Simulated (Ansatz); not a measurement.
# HfS2: the cost of one run

Computed with Ansatz 0.2.0 (DFT PBEsol, all-electron LAPW, scalar-relativistic unless said, unless a step's input says otherwise).

## Step 1: The system as given

Symmetry: P-3m1, No. 164, trigonal system. The conventional cell has a = 3.592 Å, b = 3.592 Å, c = 5.945 Å, α = 90.00°, β = 90.00°, γ = 120.00°. Hf (site symmetry -3m) is surrounded by 6 S at 2.53 Å. S (site symmetry 3m) has 3 Hf at 2.53 Å as nearest neighbours.

Coordinates:

```
Hf S
1.0
     3.59239    0.00000    0.00000
    -1.79619    3.11110    0.00000
     0.00000    0.00000    5.94527
Hf S
1 2
Direct
  0.00000 0.00000 0.00000
  0.66667 0.33333 0.75617
  0.33333 0.66667 0.24383
```

Cartesian axes are those of the input's lattice vectors. The structure goes back to a database entry.

## Step 2: Reference run, fine mesh, LAPW

input.yaml

```yaml
crystal:
  lattice:
    - [3.59238832573, 0.0, 0.0]
    - [-1.79619416287, 3.11109955034, 0.0]
    - [0.0, 0.0, 5.94527351828]
  atoms:
    - { symbol: Hf, position: [0.0, 0.0, 0.0] }
    - { symbol: S, position: [0.666666666667, 0.333333333333, 0.756170568469] }
    - { symbol: S, position: [0.333333333333, 0.666666666667, 0.243829431531] }
kpoints:
  mp_grid: { grid: [6, 6, 4] }
scf:
  occupations: { method: fixed }
hamiltonian:
  xc: pbesol
  pseudopotentials: { kind: all_electron, lapw: { basis_error: 0.001 } }
magnetization:
  noncollinear: true
  spin_orbit: true
output:
  forces: true
  stress: true
  eigenvalues: true
  eigenstates:
    nscf_kmesh: { grid: [10, 10, 6] }
    de_dk: true
    e_range: [-9, 10.9269448091]
checkpoint:
  write: ck
  write_wavefunctions: false
```

Launch:

```console
$ ansatz run input.yaml --threads 1 --pin off --max-ram 3072MiB --backend cpu --events-out ev --progress --plain --runs-dir out
```

Q: Estimate wall time and peak memory on 1 thread of AMD EPYC 9R45 (Zen 5), shared host.

About 2 min, with a peak of 0.79 GiB.
